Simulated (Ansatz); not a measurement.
**Could SiO2 exist in this structure?**

Plane-wave DFT in Ansatz with scalar-relativistic PAW potentials. The crystal relaxes under PBE to I-42d with a = 5.027 Å, c = 7.379 Å, 15.54 Å³/atom. No spin polarisation.

```yaml
crystal:
  lattice:
    - [-2.51337, 2.51337, 3.68939]
    - [2.51337, -2.51337, 3.68939]
    - [2.51337, 2.51337, -3.68939]
  atoms:
    - { symbol: Si, position: [0.00000, 0.00000, 0.00000] }
    - { symbol: Si, position: [0.75000, 0.25000, 0.50000] }
    - { symbol: O, position: [0.96701, 0.62500, 0.84201] }
    - { symbol: O, position: [0.37500, 0.21701, 0.34201] }
    - { symbol: O, position: [0.78299, 0.12500, 0.15799] }
    - { symbol: O, position: [0.87500, 0.03299, 0.65799] }
```

Task: Test it against the elements, against displacements at the zone centre and against strain.

Result:
- Energy over the elements: -2.786 eV/atom (PBE, standard states in the same functional, gases uncorrected)
- Optical modes at Γ: all 15 real, 128 to 1093 cm⁻¹ (PBE, without the LO-TO term)
- Least eigenvalue of the elastic tensor: 26 GPa (PBE)

It passes all three tests. So it is a local minimum against everything tried and bound against the elements. Modes at other wave vectors, other structures and decomposition into other compounds weren't tested here.

This form isn't the usual stable structure of the compound.